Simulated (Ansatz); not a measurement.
# Pt: vibrational free energy, entropy and heat capacity

Level of theory: DFT PBEsol, scalar-relativistic, plane waves, PAW in Ansatz. Settings: 420 eV plane-wave cutoff, Γ-centred 20×20×20 mesh, Fermi-Dirac smearing of 0.15 eV. No spin polarisation. Phonons by linear response, acoustic sum rule imposed.

Equilibrium structure at this level:
```
Pt
1.0
     0.00000    1.96090    1.96090
     1.96090    0.00000    1.96090
     1.96090    1.96090    0.00000
Pt
1
Direct
  0.00000 0.00000 0.00000
```

In a metal, frequencies and elastic constants depend on the k mesh and the smearing, soft modes and shear constants most. Spin–orbit coupling is left out, which matters for heavy elements. The q mesh is coarse, so values between its points are rough.

Force constants from linear response on a 2×2×2 q mesh, interpolated to a fine mesh.

Phonon density of states, in bins of 5 cm⁻¹:
bin centre (cm⁻¹), share of modes (%) and a bar:
```
      2.5        0.0
      7.5        0.0
     12.5        0.0
     17.5        0.1
     22.5        0.1
     27.5        0.2 #
     32.5        0.2 #
     37.5        0.3 #
     42.5        0.4 ##
     47.5        0.5 ##
     52.5        0.6 ###
     57.5        0.8 ###
     62.5        1.0 ####
     67.5        1.2 #####
     72.5        1.5 ######
     77.5        1.8 ########
     82.5        2.3 ##########
     87.5        2.9 ############
     92.5        4.1 #################
     97.5        5.0 #####################
    102.5        5.1 #####################
    107.5        5.3 ######################
    112.5        5.5 #######################
    117.5        5.6 ########################
    122.5        5.8 ########################
    127.5        5.3 ######################
    132.5        3.2 #############
    137.5        3.1 #############
    142.5        3.1 #############
    147.5        3.0 #############
    152.5        2.9 ############
    157.5        2.6 ###########
    162.5        1.9 ########
    167.5        3.1 #############
    172.5        5.9 #########################
    177.5        7.2 ##############################
    182.5        4.7 ####################
    187.5        2.7 ###########
    192.5        1.0 ####
    197.5        0.0
```

**Question.** Give the zero-point energy per atom.

**Answer.** 24.0 meV.

**Question.** How large are the vibrational entropy and heat capacity at 300 K?

**Answer.** S = 4.64 k_B and C_V = 2.90 k_B per atom, 97 % of the Dulong–Petit value.

**Question.** Tabulate them against temperature.

**Answer.**
```
T (K) F_vib (meV/atom) S (k_B/atom) C_V (k_B/atom)
  100              18.5          1.71            2.25
  200              -4.5          3.49            2.78
  300             -39.8          4.64            2.90
  400             -83.7          5.48            2.94
  500            -133.9          6.14            2.96
  600            -189.2          6.68            2.97
  700            -248.8          7.14            2.98
  800            -312.2          7.54            2.99
  900            -378.7          7.89            2.99
 1000            -448.1          8.21            2.99
```

Cost: 1 run of about 1.1 core-minutes, on Intel Xeon Platinum 8488C (Sapphire Rapids) (shared hosts).